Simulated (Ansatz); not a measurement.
## WC under compression and expansion

```cif
data_structure
_symmetry_space_group_name_H-M 'P-6m2'
_symmetry_Int_Tables_number 187
_cell_length_a 2.9005
_cell_length_b 2.9005
_cell_length_c 2.8290
_cell_angle_alpha 90.000
_cell_angle_beta 90.000
_cell_angle_gamma 120.000
_cell_volume 20.61
loop_
_atom_site_label
_atom_site_type_symbol
_atom_site_symmetry_multiplicity
_atom_site_Wyckoff_symbol
_atom_site_fract_x
_atom_site_fract_y
_atom_site_fract_z
_atom_site_occupancy
W1 W 1 a 0.00000 0.00000 0.00000 1
C1 C 1 f 0.66667 0.33333 0.50000 1
```

The runs use the primitive cell with vectors (2.901, 0.000, 0.000), (-1.450, 2.512, 0.000), (0.000, 0.000, 2.829) Å, to which the k mesh refers.

Symmetry: P-6m2, No. 187, hexagonal system. The conventional cell has a = 2.901 Å, b = 2.901 Å, c = 2.829 Å, α = 90.00°, β = 90.00°, γ = 120.00°. W (site symmetry -6m2) has 6 C at 2.19 Å as nearest neighbours. C (site symmetry -6m2) is surrounded by 6 W at 2.19 Å.

The geometry is COD entry 2102244, unchecked; take it as a test cell.

Spin–orbit coupling is left out, though it moves levels of the heavy atoms by tenths of an eV or more.

Methods: DFT, PBE, all-electron LAPW, scalar-relativistic (Ansatz 0.2.0); DFT, PBE, PAW with Ansatz's default frozen-core files, scalar-relativistic (Ansatz 0.2.0).

For LAPW: a Γ-centred 13×13×12 k mesh, Fermi–Dirac smearing of 0.05 eV, basis error target 1 meV/atom, no spin polarisation. PAW takes a cutoff of 420 eV at this cell. The Ansatz runs share mesh, smearing and spin set-up. Plane-wave (PAW) pressures include the program's estimate of the Pulay term.

The cell above is scaled evenly, with fractional coordinates and shape held.

```csv
V/V(cell),V (Å³/atom),"P, LAPW (GPa)","P, PAW (GPa)"
0.9400,9.687,37.95,37.98
0.9405,9.693,37.67,37.70
0.9600,9.894,27.09,27.08
0.9700,9.997,22.07,22.04
0.9800,10.100,17.30,17.25
0.9900,10.203,12.77,12.70
1.0000,10.306,8.47,8.39
1.0100,10.409,4.38,4.28
1.0200,10.512,0.50,0.39
1.0300,10.615,-3.19,-3.31
1.0400,10.718,-6.70,-6.83
1.0600,10.924,-13.19,-13.34
```

(1) What do Birch–Murnaghan fits to the pressures give?

## Answers

(1) LAPW: V0 = 10.53 Å³/atom, B0 = 384 GPa, B0′ = 4.2; PAW: V0 = 10.52 Å³/atom, B0 = 386 GPa, B0′ = 4.2.
